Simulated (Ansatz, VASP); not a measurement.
Si2Mo: VASP beside Ansatz

Contents of INCAR:

```
SYSTEM = Si2Mo
PREC = Accurate
ENCUT = 520
EDIFF = 1E-7
ISMEAR = -1
SIGMA = 0.05
LREAL = .False.
LASPH = .True.
NELM = 80
ALGO = Normal
ISIF = 2
LWAVE = .False.
LCHARG = .False.
GGA = PS
NBANDS = 18
```

Contents of KPOINTS:

```
regular mesh
0
Gamma
  12 12 12
  0 0 0
```

POSCAR

```
Si2Mo
1.0
   -1.5783757276      1.5783757276      3.8773786233
    1.5783757276     -1.5783757276      3.8773786233
    1.5783757276      1.5783757276     -3.8773786233
Mo Si
1 2
Direct
    0.0000000000      0.0000000000      0.0000000000
    0.6670000000      0.6670000000      0.0000000000
    0.3330000000      0.3330000000      0.0000000000
```

input.yaml

```yaml
crystal:
  lattice:
    - [-1.5783757276, 1.5783757276, 3.8773786233]
    - [1.5783757276, -1.5783757276, 3.8773786233]
    - [1.5783757276, 1.5783757276, -3.8773786233]
  atoms:
    - { symbol: Mo, position: [0.0, 0.0, 0.0] }
    - { symbol: Si, position: [0.667, 0.667, 0.0] }
    - { symbol: Si, position: [0.333, 0.333, 0.0] }
hamiltonian:
  xc: pbesol
  pseudopotentials: { kind: paw }
kpoints:
  mp_grid: { grid: [12, 12, 12] }
scf:
  occupations: { method: fermi_dirac, width: 0.05 }
output:
  forces: true
  stress: true
  eigenvalues: true
```

Change from the starting cell: volume scaled by 0.96.

Alike in both runs: task single point; functional PBEsol; k mesh 12 × 12 × 12; occupations fermi-dirac, width 0.05 eV; no spin polarisation.

```csv
,VASP,Ansatz
version,VASP 6.6.1,Ansatz 0.2.0
potentials or method,"VASP PAW PBE potentials, release 64 (Mo_sv, Si)",Ansatz PAW
plane-wave cutoff (eV),520,420
valence electrons in the cell,22,22
```

|  | VASP | Ansatz | Ansatz less VASP |
| --- | --- | --- | --- |
| gap on the k mesh at the Fermi level (eV) | none | none | - |
| pressure (GPa) | 7.1 | 6.7 | -0.43 |
| rms of the force components (eV/Å) | 0.122 | 0.124 | +0.0025 |

Atom by atom the forces differ by 0.002 eV/Å (rms over components). A gap of «none» marks a metal or a gap that the smearing closes.

Caveats: the PAW data sets were made with another functional, which shifts forces and pressure a little (VASP); the PAW data sets come from PBE, with cores solved anew for the run's functional, which leaves a small shift of forces and pressure (Ansatz).
